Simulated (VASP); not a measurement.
A run of VASP 6.6.1 is set up as follows.

File INCAR:

```
SYSTEM = TaN
PREC     = Accurate       ! precision mode
ENCUT    = 600            ! plane-wave cutoff, eV
EDIFF    = 1E-6           ! SCF threshold, eV
ISMEAR   = 0              ! smearing method
SIGMA    = 0.1            ! smearing width, eV
LREAL    = .FALSE.        ! projectors in reciprocal space
LASPH    = .TRUE.         ! aspherical terms in the spheres
NELM     = 100            ! most SCF steps
ALGO     = Normal         ! electronic algorithm
ISIF     = 3              ! what is computed and relaxed
LWAVE    = .FALSE.        ! write WAVECAR
LCHARG   = .FALSE.        ! write CHGCAR
GGA      = PS             ! functional
IBRION   = 2              ! ionic algorithm
NSW      = 100            ! ionic steps
EDIFFG   = -0.005         ! ionic threshold
```

File KPOINTS:

```
regular mesh
0
G
  18 18 14
  0 0 0
```

Contents of POSCAR:

```
TaN
1.0
    2.9379988584      0.0000000000      0.0000000000
   -1.4689994292      2.5443816477      0.0000000000
    0.0000000000      0.0000000000      2.8830000000
Ta N
1 1
Direct
    0.3333333333      0.6666666667      0.5000000000
    0.0000000000      0.0000000000      0.0000000000
```

Potentials or basis: VASP PAW PBE potentials, release 64 (Ta_pv, N).

Run with:

```bash
$ cat potpaw_PBE.64/Ta_pv/POTCAR potpaw_PBE.64/N/POTCAR > POTCAR
$ mpirun -np 1 vasp_std > vasp.out
```

(1) Predict the space group after relaxing (to 0.05 Å).

(2) Predict the relaxed cell.

(3) What does it give for the band gap on the k mesh?

(4) Predict the relaxed volume.

Answers

(1) P-6m2 (No. 187).

(2) a = 2.926 Å, b = 2.926 Å, c = 2.873 Å, α = 90.00°, β = 90.00°, γ = 120.00°.

(3) none (metal or under the smearing width).

(4) 10.65 Å³/atom.

Caveat: the PAW data sets were made with another functional, which shifts forces and pressure a little.
